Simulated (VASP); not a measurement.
# ZnGe2N2 (Ibam) in VASP: notebook

Aim: see how the results for ZnGe2N2 move with the level of theory and the settings. Levels: PBE, r2SCAN. Tasks: relaxation of cell and atoms, single point.

Everything below comes from runs of VASP 6.6.1. Logs are shortened: lines on timing, memory, paths and dates and some standing lists are left out, and cuts for length are marked.

**1. Starting point**

The structure is orthorhombic, space group Ibam (No. 72). The conventional cell has a = 5.682 Å, b = 8.942 Å, c = 5.558 Å, α = 90.00°, β = 90.00°, γ = 90.00°. Zn (site symmetry 222) has 4 N at 2.06 Å as nearest neighbours. Around Ge (site symmetry m) lie 2 N at 1.93 to 1.97 Å. Around N (site symmetry m) lie 2 Ge at 1.93 to 1.97 Å and 2 Zn at 2.06 Å.

The cell was built by a generator and needn't be a form met in nature.

**2. Relaxation of cell and atoms, PBE**

Input file INCAR:

```
SYSTEM = ZnGe2N2
  ALGO = Normal
  EDIFF = 1E-6
  EDIFFG = -0.01
  ENCUT = 520
  GGA = PE
  IBRION = 2
  ISIF = 3
  ISMEAR = 0
  KPAR = 8
  LASPH = .True.
  LCHARG = .False.
  LREAL = .False.
  LWAVE = .False.
  NELM = 120
  NSW = 90
  PREC = Accurate
  SIGMA = 0.1
```

Input file KPOINTS:

```
k-points
0
Gamma
  8 8 8
  0 0 0
```

Input file POSCAR:

```
ZnGe2N2
1.0
   -2.8410000000      4.4710000000      2.7790000000
    2.8410000000     -4.4710000000      2.7790000000
    2.8410000000      4.4710000000     -2.7790000000
Zn Ge N
2 4 4
Direct
    0.7500000000      0.7500000000      0.0000000000
    0.2500000000      0.2500000000      0.0000000000
    0.8473495900      0.4623372100      0.3096867900
    0.1526504100      0.5376627900      0.6903132100
    0.3473495900      0.0376627900      0.3850123800
    0.6526504100      0.9623372100      0.6149876200
    0.6517557600      0.6228440700      0.2745998300
    0.3482442400      0.3771559300      0.7254001700
    0.1517557600      0.8771559300      0.0289116900
    0.8482442400      0.1228440700      0.9710883100
```

Potentials or basis: VASP PAW PBE potentials, release 64 (Zn, Ge_d, N).

Run with:

```sh
$ cat potpaw_PBE.64/Zn/POTCAR potpaw_PBE.64/Ge_d/POTCAR potpaw_PBE.64/N/POTCAR > POTCAR
$ mpirun -np 8 vasp_std > vasp.out
```

OUTCAR:

```text
SYSTEM = ZnGe2N2
   EDIFF = 1E-6
   EDIFFG = -0.01
   ENCUT = 520
   GGA = PE
   IBRION = 2
   ISIF = 3
   ISMEAR = 0
   LASPH = .True.
   LREAL = .False.
   NELM = 120
   NSW = 90
   PREC = Accurate

 ion  position               nearest neighbor table
   1  0.750  0.750  0.000-   9 2.06  10 2.06   7 2.06   8 2.06   2 2.78   2 2.78
   2  0.250  0.250  0.000-   9 2.06  10 2.06   7 2.06   8 2.06   1 2.78   1 2.78
   3  0.847  0.462  0.310-  10 1.93   7 1.97   4 2.76   5 2.81   5 2.81
   4  0.153  0.538  0.690-   9 1.93   8 1.97   3 2.76   6 2.81   6 2.81
   5  0.347  0.038  0.385-   8 1.93   9 1.97   6 2.76   3 2.81   3 2.81
   6  0.653  0.962  0.615-   7 1.93  10 1.97   5 2.76   4 2.81   4 2.81
   7  0.652  0.623  0.275-   6 1.93   3 1.97   1 2.06   2 2.06
   8  0.348  0.377  0.725-   5 1.93   4 1.97   1 2.06   2 2.06
   9  0.152  0.877  0.029-   4 1.93   5 1.97   1 2.06   2 2.06
  10  0.848  0.123  0.971-   3 1.93   6 1.97   1 2.06   2 2.06

  LATTYP: Found a body centered orthorhombic cell.
 ALAT       =     5.5580000000
 B/A-ratio  =     1.0223101835
 C/A-ratio  =     1.6088521051

  Lattice vectors:

 A1 = (   2.8410000000,   4.4710000000,  -2.7790000000)
 A2 = (  -2.8410000000,   4.4710000000,   2.7790000000)
 A3 = (   2.8410000000,  -4.4710000000,   2.7790000000)

Analysis of symmetry for initial positions (statically):
=====================================================================
 Subroutine PRICEL returns:
 Original cell was already a primitive cell.

 Routine SETGRP: Setting up the symmetry group for a
 body centered orthorhombic supercell.

 Subroutine GETGRP returns: Found  8 space group operations
 (whereof  4 operations were pure point group operations)
 out of a pool of  8 trial point group operations.

The static configuration has the point symmetry C_2h.
 The point group associated with its full space group is D_2h.

Analysis of symmetry for dynamics (positions and initial velocities):
=====================================================================
 Subroutine PRICEL returns:
 Original cell was already a primitive cell.

 Routine SETGRP: Setting up the symmetry group for a
 body centered orthorhombic supercell.

 Subroutine GETGRP returns: Found  8 space group operations
 (whereof  4 operations were pure point group operations)
 out of a pool of  8 trial point group operations.

The dynamic configuration has the point symmetry C_2h.
 The point group associated with its full space group is D_2h.

 Subroutine INISYM returns: Found  8 space group operations
 (whereof  4 operations are pure point group operations),
 and found     1 'primitive' translations

----------------------------------------------------------------------------------------

                                     Primitive cell

  volume of cell :     141.1967

  direct lattice vectors                    reciprocal lattice vectors
    -2.841000000  4.471000000  2.779000000     0.000000000  0.111831805  0.179920835
     2.841000000 -4.471000000  2.779000000     0.175994368  0.000000000  0.179920835
     2.841000000  4.471000000 -2.779000000     0.175994368  0.111831805  0.000000000

  length of vectors
     5.981969826  5.981969826  5.981969826     0.211843951  0.251685368  0.208519472

  position of ions in fractional coordinates (direct lattice)
     0.750000000  0.750000000  0.000000000
     0.250000000  0.250000000  0.000000000
     0.847349590  0.462337210  0.309686790
     0.152650410  0.537662790  0.690313210
     0.347349590  0.037662790  0.385012380
     0.652650410  0.962337210  0.614987620
     0.651755760  0.622844070  0.274599830
     0.348244240  0.377155930  0.725400170
     0.151755760  0.877155930  0.028911690
     0.848244240  0.122844070  0.971088310

  ion indices of the primitive-cell ions
   primitive index   ion index
                 1           1
                 2           2
                 3           3
[... 21 lines left out ...]
     0.021999296  0.013978976  0.000000000    -0.000000000  0.000000000  0.125000000

  Length of vectors
     0.026480494  0.031460671  0.026064934

  Shift w.r.t. Gamma in fractional coordinates (k-lattice)
     0.000000000  0.000000000  0.000000000

 Subroutine IBZKPT returns following result:
 ===========================================

 Found     95 irreducible k-points:

 Following reciprocal coordinates:
            Coordinates               Weight
  0.000000  0.000000  0.000000      1.000000
  0.125000  0.000000 -0.000000      4.000000
  0.250000  0.000000 -0.000000      4.000000
  0.375000  0.000000 -0.000000      4.000000
  0.500000  0.000000 -0.000000      2.000000
  0.000000  0.125000  0.000000      4.000000
[... 16 lines left out ...]
  0.125000  0.375000 -0.000000      8.000000
  0.250000  0.375000 -0.000000      8.000000
 [... further k-points ...]
   k-points           NKPTS =     95   k-points in BZ     NKDIM =     95   number of bands    NBANDS=     60
   number of dos      NEDOS =    301   number of ions     NIONS =     10
   total plane-waves  NPLWV = 110592
   dimension x,y,z NGX =    48 NGY =   48 NGZ =   48
   dimension x,y,z NGXF=    96 NGYF=   96 NGZF=   96
   ions per type =               2   4   4
   NGX,Y,Z   is equivalent  to a cutoff of  13.34, 13.34, 13.34 a.u.
   NGXF,Y,Z  is equivalent  to a cutoff of  26.68, 26.68, 26.68 a.u.
 SYSTEM =  ZnGe2N2
   PREC   = accura    normal or accurate (medium, high low for compatibility)
   ISTART =      0    job   : 0-new  1-cont  2-samecut
   ICHARG =      2    charge: 1-file 2-atom 10-const
   ISPIN  =      1    spin polarized calculation?
   LNONCOLLINEAR =      F non collinear calculations
   LSORBIT =      F    spin-orbit coupling
   LASPH  =      T    aspherical Exc in radial PAW
   ENCUT  =  520.0 eV  38.22 Ry    6.18 a.u.  11.12 11.12 11.12*2*pi/ulx,y,z
   NELM   =    120;   NELMIN=  2; NELMDL= -5     # of ELM steps
   EDIFF  = 0.1E-05   stopping-criterion for ELM
   LREAL  =      F    real-space projection
   EDIFFG = -.1E-01   stopping-criterion for IOM
   NSW    =     90    number of steps for IOM
   IBRION =      2    ionic relax: 0-MD 1-quasi-New 2-CG
   NFREE  =      1    steps in history (QN), initial steepest desc. (CG)
   ISIF   =      3    stress and relaxation
   ISYM   =      2    0-nonsym 1-usesym 2-fastsym
   POTIM  = 0.5000    time-step for ionic-motion
   TEBEG  =    0.0;   TEEND  =   0.0 temperature during run
   PSTRESS=    0.0 pullay stress
   NELECT =     100.0000    total number of electrons
   NUPDOWN=      -1.0000    fix difference up-down
   EMIN   =  10.00;   EMAX   =-10.00  energy-range for DOS
   EFERMI =   0.00;   METHOD = LEGACY
   ISMEAR =     0;   SIGMA  =   0.10  broadening in eV -4-tet -1-fermi 0-gaus
   EFERMI_NEDOS =   21; number of points for ismear=-14 and -15
   IALGO  =     38    algorithm
   IMIX   =      4    mixing-type and parameters
     AMIX     =   0.40;   BMIX     =  1.00
     AMIX_MAG =   1.60;   BMIX_MAG =  1.00
  volume/ion in A,a.u.               =      14.12        95.28
  Fermi-wavevector in a.u.,A,eV,Ry     =   1.459262  2.757606 28.972876  2.129446
  Thomas-Fermi vector in A             =   2.575850
   LORBIT       =      0    0 simple, 1 ext, 2 COOP (PROOUT), +10 PAW based schemes
   GGA     = PE    functional components
   LHFCALC =     F    Hartree Fock is set to
   AEXX    =    0.0000 exact exchange contribution
   IVDW    =     0    specifies the selected vdW correction
   LEPSILON=     F    determine dielectric tensor
   LRPA    =     F    only Hartree local field effects (RPA)
 conjugate gradient relaxation of ions
 non-spin polarized calculation
 Gauss-broadening in eV      SIGMA  =   0.10
  energy-cutoff  :      520.00
  volume of cell :      141.20
 maximum number of plane-waves:      3833
 NGX is ok and might be reduce to    48
   NGX = 23   NGY = 23   NGZ = 23

--------------------------------------- Ionic step        1  -------------------------------------------

 number of electron     100.0000000 magnetization

 number of electron      99.9999998 magnetization

 Free energy of the ion-electron system (eV)
  ---------------------------------------------------
  ext. energy  EPLUGINS =         0.00000000
  ---------------------------------------------------
  free energy    TOTEN  =       -51.25184029 eV

  energy without entropy =      -51.23885915  energy(sigma->0) =      -51.24534972

------------------------ aborting loop because EDIFF is reached ----------------------------------------

  FORCE on cell =-STRESS in cart. coord.  units (eV):
  Direction    XX          YY          ZZ          XY          YZ          ZX
  --------------------------------------------------------------------------------------
  -------------------------------------------------------------------------------------
  Total       -2.9268199     -0.4150610      0.6105093     -0.0000000      0.0000000      0.0000000
  in kB      -33.2110145     -4.7097528      6.9275306     -0.0000000      0.0000000      0.0000000
  external PRESSURE =     -10.3310789 kB  Pullay stress =       0.0000000 kB
[... 113 lines left out ...]
  FREE ENERGIE OF THE ION-ELECTRON SYSTEM (eV)
  ---------------------------------------------------
  free  energy   TOTEN  =       -51.2997092624 eV

  energy  without entropy=      -51.2878138377  energy(sigma->0) =      -51.29376155

[... ionic steps 4 to 11 ...]

--------------------------------------- Ionic step       12  -------------------------------------------

 number of electron     100.0000036 magnetization

------------------------ aborting loop because EDIFF is reached ----------------------------------------
[... 83 lines left out ...]
--------------------------------------- Ionic step       14  -------------------------------------------

 number of electron     100.0000037 magnetization

 Free energy of the ion-electron system (eV)
  ---------------------------------------------------
  ext. energy  EPLUGINS =         0.00000000
  ---------------------------------------------------
  free energy    TOTEN  =       -51.31258323 eV

  energy without entropy =      -51.30126047  energy(sigma->0) =      -51.30692185

 E-fermi :   4.8915     XC(G=0): -11.0188

 val. band max:        4.8869259264   @ k =   0.5000   0.5000   0.2500
 cond. band min:       4.8939923779   @ k =  -0.3750   0.5000   0.2500
 fundamental gap:      0.0070664515
 Fermi energy:         4.8914681208

 k-point     1 :       0.0000    0.0000    0.0000
  band No.  band energies     occupation
      1     -19.7515      2.00000
      2     -19.7074      2.00000
      3     -19.6800      2.00000
      4     -19.6706      2.00000
      5     -19.6620      2.00000
      6     -19.6611      2.00000
[... 1501 lines left out ...]
     59      10.1962      0.00000
     60      10.8623      0.00000

 [... further k-points ...]

------------------------ aborting loop because EDIFF is reached ----------------------------------------

  FORCE on cell =-STRESS in cart. coord.  units (eV):
  Direction    XX          YY          ZZ          XY          YZ          ZX
  --------------------------------------------------------------------------------------
  -------------------------------------------------------------------------------------
  Total       -0.0302286      0.0512120      0.0457953      0.0000000      0.0000000      0.0000000
  in kB       -0.3433951      0.5817646      0.5202313      0.0000000      0.0000000      0.0000000
  external PRESSURE =       0.2528669 kB  Pullay stress =       0.0000000 kB
[... 25 lines left out ...]
  FREE ENERGIE OF THE ION-ELECTRON SYSTEM (eV)
  ---------------------------------------------------
  free  energy   TOTEN  =       -51.3125832342 eV

  energy  without entropy=      -51.3012604690  energy(sigma->0) =      -51.30692185

 reached required accuracy - stopping structural energy minimisation
```

Run time: 20 min. Hardware: 8 MPI ranks of Intel Xeon Platinum 8488C (Sapphire Rapids), shared host; peak memory 0.82 GiB.

What came out:

```
Free energy                            : -51.3126 eV
Relaxed volume                         : 14.10 Å³/atom
Relaxed cell                           : a = 5.981 Å, b = 5.981 Å, c = 5.981 Å, α = 123.15°, β = 83.24°, γ = 124.81°
Space group after relaxing (to 0.05 Å) : Ibam (No. 72)
Energy gained by relaxing              : 6.1 meV/atom
Ionic steps                            : 14
Pressure after relaxing                : 0.0 GPa
Largest force after relaxing           : 0.009 eV/Å
Band gap on the k mesh                 : none (metal or under the smearing width)
```

Forces in eV/Å, atoms in the order of the input:
```
Zn   0.000  0.000  0.000
Zn   0.000  0.000  0.000
Ge  -0.001  0.009  0.000
Ge   0.001 -0.009  0.000
Ge   0.001  0.009  0.000
Ge  -0.001 -0.009  0.000
N    0.008 -0.004  0.000
N   -0.008  0.004  0.000
N   -0.008 -0.004  0.000
N    0.008  0.004  0.000
```

Step by step:
```tsv
step	energy change (eV)	largest force (eV/Å)	pressure (GPa)	volume (Å³)
1	0.0000	0.5714	-1.03	141.20
2	-0.0197	0.4391	2.02	139.33
3	-0.0479	0.1785	0.67	140.12
4	-0.0562	0.0715	-0.01	141.08
5	-0.0570	0.0683	-0.21	141.44
6	-0.0590	0.0449	-0.07	141.25
7	-0.0598	0.0432	0.23	140.95
8	-0.0599	0.0332	0.15	141.01
9	-0.0602	0.0366	-0.24	141.27
10	-0.0602	0.0316	-0.03	141.21
11	-0.0602	0.0318	-0.11	141.22
12	-0.0605	0.0152	-0.04	141.17
13	-0.0606	0.0190	-0.04	141.15
14	-0.0607	0.0092	0.03	141.04
```

Final structure:
```
Zn Ge N
1.0
    -2.84691    4.47090    2.77017
     2.84691   -4.47090    2.77017
     2.84691    4.47090   -2.77017
Zn Ge N
2 4 4
Direct
  0.75000 0.75000 0.00000
  0.25000 0.25000 0.00000
  0.84396 0.46159 0.30555
  0.15604 0.53841 0.69445
  0.34396 0.03841 0.38238
  0.65604 0.96159 0.61762
  0.65250 0.62838 0.28087
  0.34750 0.37162 0.71913
  0.15250 0.87162 0.02412
  0.84750 0.12838 0.97588
```

Levels at points of the mesh, in eV from the Fermi level:
```
           k point  band 46  band 47  band 48  band 49  band 50  band 51  band 52  band 53  band 54  band 55
(0.00, 0.00, 0.00)    -2.73    -2.14    -1.33    -1.08    -0.05     1.13     1.47     2.64     3.61     5.46
(0.50, 0.00, 0.00)    -2.06    -1.44    -1.44    -0.55    -0.55     2.01     2.01     3.12     3.12     4.06
(0.00, 0.50, 0.00)    -2.64    -2.43    -2.43    -0.70    -0.70     1.85     1.85     2.74     2.74     4.13
(0.50, 0.50, 0.00)    -2.33    -2.15    -1.97    -1.12    -0.01     0.21     1.19     1.91     3.36     3.71
(0.50, 0.50, 0.50)    -2.48    -1.65    -1.55    -1.19    -0.83    -0.59    -0.17     3.18     4.26     4.81
```

(Continued in part 2 of 2.)
